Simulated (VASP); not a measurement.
# GeSe (Pnma) in VASP: settings compared

The runs below take GeSe through relaxation of cell and atoms, with PBE, PBE+D3(BJ).

Program: VASP 6.6.1. These are calculated values, not measurements. Logs are shortened: lines on timing, memory, paths and dates and some standing lists are left out, and cuts for length are marked.

## 1. The crystal as given

Symmetry: Pnma, No. 62, orthorhombic system. Conventional cell: a = 11.181 Å, b = 3.889 Å, c = 4.509 Å, α = 90.00°, β = 90.00°, γ = 90.00°. Around Ge (site symmetry m) lie 3 Se at 2.59 to 2.61 Å. Around Se (site symmetry m) lie 3 Ge at 2.59 to 2.61 Å.

## 2. Relaxation of cell and atoms, PBE

The input, INCAR:

```
  PREC = Accurate
  ENCUT = 600
  EDIFF = 1E-7
  ISMEAR = 0
  SIGMA = 0.03
  LREAL = F
  LASPH = T
  NELM = 80
  ALGO = Normal
  ISIF = 3
  LWAVE = F
  LCHARG = F
  GGA = PE
  IBRION = 2
  NSW = 90
  EDIFFG = -0.005
  KPAR = 2
```

The input, KPOINTS:

```
Automatic mesh
0
Gamma
  4 8 6
```

The input, POSCAR:

```
GeSe                                    
1.0
   11.1810595570      0.0000000000      0.0000000000
    0.0000000000      3.8893381718     -0.0000000000
    0.0000000000      0.0000000000      4.5086792642
  Ge              Se            
     4     4
Direct
     0.1262646990085800    0.7500000000000000    0.8830985902484881
     0.6262646990085797    0.7500000000000000    0.6169014097515119
     0.3737353009914201    0.2500000000000000    0.3830985902484878
     0.8737353009914203    0.2500000000000000    0.1169014097515122
     0.8527383834794513    0.7500000000000000    0.4991936972684861
     0.3527383834794510    0.7500000000000000    0.0008063027315138
     0.6472616165205487    0.2500000000000000    0.9991936972684864
     0.1472616165205489    0.2500000000000000    0.5008063027315136
```

Potentials or basis: VASP PAW PBE potentials, release 64 (Ge_d, Se).

On the command line:

```
> cat potpaw_PBE.64/Ge_d/POTCAR potpaw_PBE.64/Se/POTCAR > POTCAR
> mpirun -np 2 vasp_std > vasp.out
```

OUTCAR:

```text
PREC = Accurate
   ENCUT = 600
   EDIFF = 1E-7
   ISMEAR = 0
   LREAL = F
   LASPH = T
   NELM = 80
   ISIF = 3
   GGA = PE
   IBRION = 2
   NSW = 90
   EDIFFG = -0.005

 ion  position               nearest neighbor table
   1  0.126  0.750  0.883-   6 2.59   8 2.61   8 2.61
   2  0.626  0.750  0.617-   5 2.59   7 2.61   7 2.61
   3  0.374  0.250  0.383-   8 2.59   6 2.61   6 2.61
   4  0.874  0.250  0.117-   7 2.59   5 2.61   5 2.61
   5  0.853  0.750  0.499-   2 2.59   4 2.61   4 2.61
   6  0.353  0.750  0.001-   1 2.59   3 2.61   3 2.61
   7  0.647  0.250  0.999-   4 2.59   2 2.61   2 2.61
   8  0.147  0.250  0.501-   3 2.59   1 2.61   1 2.61

  LATTYP: Found a simple orthorhombic cell.
 ALAT       =     3.8893381718
 B/A-ratio  =     1.1592407410
 C/A-ratio  =     2.8747974753

  Lattice vectors:

 A1 = (   0.0000000000,   3.8893381718,   0.0000000000)
 A2 = (   0.0000000000,   0.0000000000,   4.5086792642)
 A3 = (  11.1810595570,   0.0000000000,   0.0000000000)

Analysis of symmetry for initial positions (statically):
=====================================================================
 Subroutine PRICEL returns:
 Original cell was already a primitive cell.

 Routine SETGRP: Setting up the symmetry group for a
 simple orthorhombic supercell.

 Subroutine GETGRP returns: Found  8 space group operations
 (whereof  2 operations were pure point group operations)
 out of a pool of  8 trial point group operations.

The static configuration has the point symmetry S_2 .
 The point group associated with its full space group is D_2h.

Analysis of symmetry for dynamics (positions and initial velocities):
=====================================================================
 Subroutine PRICEL returns:
 Original cell was already a primitive cell.

 Routine SETGRP: Setting up the symmetry group for a
 simple orthorhombic supercell.

 Subroutine GETGRP returns: Found  8 space group operations
 (whereof  2 operations were pure point group operations)
 out of a pool of  8 trial point group operations.

The dynamic configuration has the point symmetry S_2 .
 The point group associated with its full space group is D_2h.

 Subroutine INISYM returns: Found  8 space group operations
 (whereof  2 operations are pure point group operations),
 and found     1 'primitive' translations

----------------------------------------------------------------------------------------

                                     Primitive cell

  volume of cell :     196.0686

  direct lattice vectors                    reciprocal lattice vectors
    11.181059557  0.000000000  0.000000000     0.089436962  0.000000000  0.000000000
     0.000000000  3.889338172  0.000000000     0.000000000  0.257113153  0.000000000
     0.000000000  0.000000000  4.508679264     0.000000000  0.000000000  0.221794442

  length of vectors
    11.181059557  3.889338172  4.508679264     0.089436962  0.257113153  0.221794442

  position of ions in fractional coordinates (direct lattice)
     0.126264699  0.750000000  0.883098590
     0.626264699  0.750000000  0.616901410
     0.373735301  0.250000000  0.383098590
     0.873735301  0.250000000  0.116901410
     0.852738383  0.750000000  0.499193697
     0.352738383  0.750000000  0.000806303
     0.647261617  0.250000000  0.999193697
     0.147261617  0.250000000  0.500806303

  ion indices of the primitive-cell ions
   primitive index   ion index
                 1           1
                 2           2
                 3           3
                 4           4
                 5           5
                 6           6
                 7           7
                 8           8

----------------------------------------------------------------------------------------

 KPOINTS: Automatic mesh

Automatic generation of k-mesh.
 Grid dimensions read from file:
 generate k-points for:    4    8    6

 Generating k-lattice:

  Cartesian coordinates                     Fractional coordinates (reciprocal lattice)
[... 45 lines left out ...]
   NUPDOWN=      -1.0000    fix difference up-down
   EMIN   =  10.00;   EMAX   =-10.00  energy-range for DOS
   EFERMI =   0.00;   METHOD = LEGACY
   ISMEAR =     0;   SIGMA  =   0.03  broadening in eV -4-tet -1-fermi 0-gaus
   EFERMI_NEDOS =   21; number of points for ismear=-14 and -15
   IALGO  =     38    algorithm
   IMIX   =      4    mixing-type and parameters
     AMIX     =   0.40;   BMIX     =  1.00
     AMIX_MAG =   1.60;   BMIX_MAG =  1.00
  volume/ion in A,a.u.               =      24.51       165.39
  Fermi-wavevector in a.u.,A,eV,Ry     =   1.214233  2.294568 20.059921  1.474363
  Thomas-Fermi vector in A             =   2.349660
   LORBIT       =      0    0 simple, 1 ext, 2 COOP (PROOUT), +10 PAW based schemes
   GGA     = PE    functional components
   LHFCALC =     F    Hartree Fock is set to
   AEXX    =    0.0000 exact exchange contribution
   IVDW    =     0    specifies the selected vdW correction
   LEPSILON=     F    determine dielectric tensor
   LRPA    =     F    only Hartree local field effects (RPA)
 conjugate gradient relaxation of ions
 non-spin polarized calculation
 Gauss-broadening in eV      SIGMA  =   0.03
  energy-cutoff  :      600.00
  volume of cell :      196.07
 maximum number of plane-waves:      6588
 NGX is ok and might be reduce to    90
   NGX = 45   NGY = 15   NGZ = 19

--------------------------------------- Ionic step        1  -------------------------------------------

 number of electron      80.0000055 magnetization

 Free energy of the ion-electron system (eV)
  ---------------------------------------------------
  ext. energy  EPLUGINS =         0.00000000
  ---------------------------------------------------
  free energy    TOTEN  =       -33.87890859 eV

  energy without entropy =      -33.87890859  energy(sigma->0) =      -33.87890859

------------------------ aborting loop because EDIFF is reached ----------------------------------------

  FORCE on cell =-STRESS in cart. coord.  units (eV):
  Direction    XX          YY          ZZ          XY          YZ          ZX
  --------------------------------------------------------------------------------------
  -------------------------------------------------------------------------------------
  Total        0.0055013     -0.0237356      0.0509333      0.0000000      0.0000000      0.0000000
  in kB        0.0449543     -0.1939560      0.4162023      0.0000000      0.0000000      0.0000000
  external PRESSURE =       0.0890669 kB  Pullay stress =       0.0000000 kB
[... 111 lines left out ...]
  energy  without entropy=      -33.8790350897  energy(sigma->0) =      -33.87903509

--------------------------------------- Ionic step        4  -------------------------------------------

 number of electron      80.0000059 magnetization

 Free energy of the ion-electron system (eV)
  ---------------------------------------------------
  ext. energy  EPLUGINS =         0.00000000
  ---------------------------------------------------
  free energy    TOTEN  =       -33.87911223 eV

  energy without entropy =      -33.87911223  energy(sigma->0) =      -33.87911223

 E-fermi :   3.8140     XC(G=0):  -9.5974

 val. band max:        3.6773188356   @ k =   0.0000   0.0000   0.3333
 cond. band min:       4.5331177290   @ k =   0.0000   0.0000   0.0000
 fundamental gap:      0.8557988934
 Fermi energy:         3.8140461303

 k-point     1 :       0.0000    0.0000    0.0000
  band No.  band energies     occupation
      1     -20.8170      2.00000
      2     -20.8157      2.00000
      3     -20.8146      2.00000
      4     -20.8139      2.00000
      5     -20.8131      2.00000
      6     -20.8130      2.00000
[... 1213 lines left out ...]
     47       7.2482      0.00000
     48       7.2482      0.00000

 [... further k-points ...]

------------------------ aborting loop because EDIFF is reached ----------------------------------------

  FORCE on cell =-STRESS in cart. coord.  units (eV):
  Direction    XX          YY          ZZ          XY          YZ          ZX
  --------------------------------------------------------------------------------------
  -------------------------------------------------------------------------------------
  Total        0.0119995      0.0275509      0.0231842      0.0000000     -0.0000000      0.0000000
  in kB        0.0978616      0.2246905      0.1890776      0.0000000     -0.0000000      0.0000000
  external PRESSURE =       0.1705432 kB  Pullay stress =       0.0000000 kB
[... 23 lines left out ...]
  FREE ENERGIE OF THE ION-ELECTRON SYSTEM (eV)
  ---------------------------------------------------
  free  energy   TOTEN  =       -33.8791122297 eV

  energy  without entropy=      -33.8791122297  energy(sigma->0) =      -33.87911223

 reached required accuracy - stopping structural energy minimisation
```

It took 8.8 min on 2 MPI ranks of AMD EPYC 9R45 (Zen 5), shared host; peak memory 0.67 GiB.

What came out:

```
Free energy                            : -33.8791 eV
Relaxed volume                         : 24.56 Å³/atom
Relaxed cell                           : a = 11.185 Å, b = 3.884 Å, c = 4.523 Å, α = 90.00°, β = 90.00°, γ = 90.00°
Space group after relaxing (to 0.05 Å) : Pnma (No. 62)
Energy gained by relaxing              : 0.0 meV/atom
Ionic steps                            : 4
Pressure after relaxing                : 0.0 GPa
Largest force after relaxing           : 0.004 eV/Å
Band gap on the k mesh                 : 0.86 eV, indirect (least direct gap 0.95 eV)
```

Forces on the atoms (eV/Å):
```
Ge   0.000  0.000 -0.003
Ge   0.000  0.000  0.003
Ge   0.000  0.000 -0.003
Ge   0.000  0.000  0.003
Se  -0.003  0.000  0.003
Se  -0.003  0.000 -0.003
Se   0.003  0.000  0.003
Se   0.003  0.000 -0.003
```

Step by step:
```
step  energy change (eV)  largest force (eV/Å)  pressure (GPa)  volume (Å³)
   1              0.0000                0.0096            0.01       196.07
   2              0.0000                0.0086            0.01       196.11
   3             -0.0001                0.0067            0.02       196.22
   4             -0.0002                0.0040            0.02       196.45
```

Final structure:
```yaml
crystal:
  lattice:
    - [11.18477, 0.00000, 0.00000]
    - [0.00000, 3.88377, 0.00000]
    - [0.00000, 0.00000, 4.52253]
  atoms:
    - { symbol: Ge, position: [0.12651, 0.75000, 0.88227] }
    - { symbol: Ge, position: [0.62651, 0.75000, 0.61773] }
    - { symbol: Ge, position: [0.37349, 0.25000, 0.38227] }
    - { symbol: Ge, position: [0.87349, 0.25000, 0.11773] }
    - { symbol: Se, position: [0.85282, 0.75000, 0.49907] }
    - { symbol: Se, position: [0.35282, 0.75000, 0.00093] }
    - { symbol: Se, position: [0.64718, 0.25000, 0.99907] }
    - { symbol: Se, position: [0.14718, 0.25000, 0.50093] }
```

## 3. Relaxation of cell and atoms, PBE+D3(BJ)

This run uses another cell than the first one, of 22.57 Å³/atom, 0.921 times its volume.

The input, INCAR:

```
SYSTEM = GeSe
  PREC = Accurate
  ENCUT = 600
  EDIFF = 1E-6
  ISMEAR = 0
  SIGMA = 0.03
  LREAL = .FALSE.
  LASPH = .TRUE.
  NELM = 80
  ALGO = Normal
  ISIF = 3
  LWAVE = .FALSE.
  LCHARG = .FALSE.
  GGA = PE
  IVDW = 12
  IBRION = 2
  NSW = 90
  EDIFFG = -0.01
  KPAR = 2
```

The input, KPOINTS:

```
regular mesh
0
G
  4 8 6
  0 0 0
```

The input, POSCAR:

```
GeSe
1.0
   10.7900000000      0.0000000000      0.0000000000
    0.0000000000      3.8200000000      0.0000000000
    0.0000000000      0.0000000000      4.3800000000
Ge Se
4 4
Direct
    0.1210000000      0.7500000000      0.8940000000
    0.6210000000      0.7500000000      0.6060000000
    0.3790000000      0.2500000000      0.3940000000
    0.8790000000      0.2500000000      0.1060000000
    0.8520000000      0.7500000000      0.4970000000
    0.3520000000      0.7500000000      0.0030000000
    0.6480000000      0.2500000000      0.9970000000
    0.1480000000      0.2500000000      0.5030000000
```

Potentials or basis: VASP PAW PBE potentials, release 64 (Ge_d, Se).

On the command line:

```
> cat potpaw_PBE.64/Ge_d/POTCAR potpaw_PBE.64/Se/POTCAR > POTCAR
> mpirun -np 2 vasp_std > vasp.out
```

It took 60 min on 2 MPI ranks of Intel Xeon Platinum 8375C at 2.90GHz (Ice Lake), shared host; peak memory 0.66 GiB.

The run converged. Its results:

* Free energy: -36.7182 eV
* Relaxed volume: 23.52 Å³/atom
* Relaxed cell: a = 10.960 Å, b = 3.882 Å, c = 4.423 Å, α = 90.00°, β = 90.00°, γ = 90.00°
* Space group after relaxing (to 0.05 Å): Pnma (No. 62)
* Energy gained by relaxing: 11.7 meV/atom
* Ionic steps: 25
* Pressure after relaxing: 0.0 GPa
* Largest force after relaxing: 0.010 eV/Å
* Band gap on the k mesh: 0.71 eV, indirect (least direct gap 0.89 eV)
* Dispersion energy per atom: -0.358 eV

Forces on the atoms (eV/Å):
```
Ge   0.007  0.000 -0.007
Ge   0.007  0.000  0.007
Ge  -0.007  0.000 -0.007
Ge  -0.007  0.000  0.007
Se   0.005  0.000  0.007
Se   0.005  0.000 -0.007
Se  -0.005  0.000  0.007
Se  -0.005  0.000 -0.007
```

Step by step:
```tsv
step	energy change (eV)	largest force (eV/Å)	pressure (GPa)	volume (Å³)
1	0.0000	0.2543	3.31	180.53
2	-0.0416	0.2877	-2.39	193.00
3	-0.0841	0.1310	-0.08	187.88
4	-0.0841	0.1262	-0.02	187.73
5	-0.0878	0.0880	0.00	187.88
6	-0.0900	0.0458	0.02	188.07
7	-0.0901	0.0431	0.06	188.10
8	-0.0912	0.0347	-0.05	188.44
9	-0.0912	0.0360	-0.21	188.86
10	-0.0914	0.0347	-0.19	188.67
11	-0.0920	0.0429	0.00	188.33
12	-0.0921	0.0472	0.14	188.14
13	-0.0926	0.0377	0.09	188.16
14	-0.0932	0.0185	0.04	188.20
15	-0.0934	0.0170	-0.06	188.33
16	-0.0934	0.0168	-0.04	188.37
17	-0.0934	0.0168	-0.09	188.43
18	-0.0935	0.0168	-0.04	188.34
19	-0.0936	0.0184	0.02	188.17
20	-0.0936	0.0183	0.11	188.14
21	-0.0936	0.0183	-0.02	188.16
22	-0.0936	0.0183	0.06	188.15
23	-0.0937	0.0132	0.01	188.18
24	-0.0937	0.0124	-0.02	188.22
25	-0.0938	0.0096	0.01	188.18
```

Final structure:
```
Ge Se
1.0
    10.95973    0.00000    0.00000
     0.00000    3.88180    0.00000
     0.00000    0.00000    4.42316
Ge Se
4 4
Direct
  0.12293 0.75000 0.89010
  0.62293 0.75000 0.60990
  0.37707 0.25000 0.39010
  0.87707 0.25000 0.10990
  0.85450 0.75000 0.49865
  0.35450 0.75000 0.00135
  0.64550 0.25000 0.99865
  0.14550 0.25000 0.50135
```

Levels at points of the mesh, in eV from the valence-band top:
```csv
k point,band 38,band 39,band 40,band 41,band 42,band 43
"(0.00, 0.00, 0.00)",-1.07,-0.82,-0.18,0.71,2.65,2.69
"(0.50, 0.00, 0.00)",-1.67,-0.44,-0.44,2.37,2.37,2.42
"(0.00, 0.50, 0.00)",-1.38,-1.18,-1.18,1.12,1.12,1.23
"(0.50, 0.50, 0.00)",-1.50,-1.50,-1.50,1.50,1.50,1.50
"(0.00, 0.00, 0.50)",-0.96,-0.39,-0.39,1.24,1.24,1.94
"(0.50, 0.00, 0.50)",-0.57,-0.52,-0.52,1.29,1.29,1.93
"(0.00, 0.50, 0.50)",-2.14,-1.51,-1.51,2.86,2.86,3.23
"(0.50, 0.50, 0.50)",-1.46,-1.46,-1.46,2.57,2.57,2.57
```

## 4. Relaxation of cell and atoms, PBE+D3(BJ)

This run uses another cell than the first one, of 23.52 Å³/atom, 0.960 times its volume.

INCAR: that of step 3 with these lines changed.

```diff
@@ -3,3 +3,3 @@
   ENCUT = 600
-  EDIFF = 1E-6
+  EDIFF = 1E-7
   ISMEAR = 0
@@ -17,3 +17,3 @@
   NSW = 90
-  EDIFFG = -0.01
+  EDIFFG = -0.005
   KPAR = 2
```

KPOINTS is that of step 3.

The input, POSCAR:

```
GeSe                                    
1.0
   10.9597312277      0.0000000000      0.0000000000
    0.0000000000      3.8818044229     -0.0000000000
    0.0000000000      0.0000000000      4.4231579862
  Ge              Se            
     4     4
Direct
     0.1229307963722750    0.7500000000000000    0.8900955645023154
     0.6229307963722749    0.7500000000000000    0.6099044354976846
     0.3770692036277251    0.2500000000000000    0.3900955645023150
     0.8770692036277251    0.2500000000000000    0.1099044354976848
     0.8545026892558046    0.7500000000000000    0.4986494640032458
     0.3545026892558044    0.7500000000000000    0.0013505359967543
     0.6454973107441954    0.2500000000000000    0.9986494640032455
     0.1454973107441957    0.2500000000000000    0.5013505359967545
```

On the command line:

```
> cat potpaw_PBE.64/Ge_d/POTCAR potpaw_PBE.64/Se/POTCAR > POTCAR
> mpirun -np 2 vasp_std > vasp.out
```

Run time: 56 min. Hardware: 2 MPI ranks of Intel Xeon Platinum 8375C at 2.90GHz (Ice Lake), shared host; peak memory 0.67 GiB.

Results (log left out):

```yaml
Free_energy: -36.7192 eV
Energy_gained_by_relaxing: 0.1 meV/atom
Ionic_steps: 21
Pressure_after_relaxing: 0.0 GPa
Largest_force_after_relaxing: 0.004 eV/Å
Band_gap_on_the_k_mesh: 0.71 eV, indirect (least direct gap 0.92 eV)
Dispersion_energy_per_atom: -0.358 eV
```

Forces on the atoms (eV/Å):
```
Ge  -0.004  0.000 -0.001
Ge  -0.004  0.000  0.001
Ge   0.004  0.000 -0.001
Ge   0.004  0.000  0.001
Se  -0.001  0.000  0.001
Se  -0.001  0.000 -0.001
Se   0.001  0.000  0.001
Se   0.001  0.000 -0.001
```

Step by step:
| step | energy change (eV) | largest force (eV/Å) | pressure (GPa) | volume (Å³) |
| --- | --- | --- | --- | --- |
| 1 | 0.0000 | 0.0099 | 0.00 | 188.18 |
| 2 | 0.0000 | 0.0092 | 0.01 | 188.17 |
| 3 | -0.0001 | 0.0098 | 0.02 | 188.16 |
| 4 | -0.0001 | 0.0119 | 0.04 | 188.12 |
| 5 | -0.0002 | 0.0111 | 0.03 | 188.14 |
| 6 | -0.0002 | 0.0102 | 0.02 | 188.15 |
| 7 | -0.0002 | 0.0076 | 0.00 | 188.20 |
| 8 | -0.0003 | 0.0051 | -0.04 | 188.29 |
| 9 | -0.0003 | 0.0058 | -0.06 | 188.33 |
| 10 | -0.0003 | 0.0082 | -0.03 | 188.27 |
| 11 | -0.0003 | 0.0117 | 0.01 | 188.18 |
| 12 | -0.0004 | 0.0107 | 0.02 | 188.18 |
| 13 | -0.0004 | 0.0081 | 0.01 | 188.17 |
| 14 | -0.0004 | 0.0062 | 0.01 | 188.16 |
| 15 | -0.0004 | 0.0062 | -0.02 | 188.22 |
| 16 | -0.0004 | 0.0063 | -0.03 | 188.24 |
| 17 | -0.0005 | 0.0058 | 0.01 | 188.19 |
| 18 | -0.0005 | 0.0057 | 0.03 | 188.18 |
| 19 | -0.0005 | 0.0059 | 0.01 | 188.18 |
| 20 | -0.0005 | 0.0057 | 0.01 | 188.18 |
| 21 | -0.0005 | 0.0039 | 0.00 | 188.19 |

Final structure:
```
Ge Se
1.0
    10.96559    0.00000    0.00000
     0.00000    3.88277    0.00000
     0.00000    0.00000    4.42005
Ge Se
4 4
Direct
  0.12339 0.75000 0.88752
  0.62339 0.75000 0.61248
  0.37661 0.25000 0.38752
  0.87661 0.25000 0.11248
  0.85489 0.75000 0.50186
  0.35489 0.75000 0.99814
  0.64511 0.25000 0.00186
  0.14511 0.25000 0.49814
```

Levels at points of the mesh, in eV from the valence-band top:
```csv
k point,band 38,band 39,band 40,band 41,band 42,band 43
"(0.00, 0.00, 0.00)",-1.09,-0.84,-0.21,0.71,2.65,2.68
"(0.50, 0.00, 0.00)",-1.69,-0.46,-0.46,2.37,2.37,2.41
"(0.00, 0.50, 0.00)",-1.38,-1.17,-1.17,1.10,1.10,1.20
"(0.50, 0.50, 0.00)",-1.50,-1.50,-1.50,1.48,1.48,1.48
"(0.00, 0.00, 0.50)",-0.96,-0.39,-0.39,1.22,1.22,1.92
"(0.50, 0.00, 0.50)",-0.58,-0.53,-0.53,1.26,1.26,1.91
"(0.00, 0.50, 0.50)",-2.18,-1.50,-1.50,2.84,2.84,3.25
"(0.50, 0.50, 0.50)",-1.48,-1.48,-1.48,2.57,2.57,2.57
```
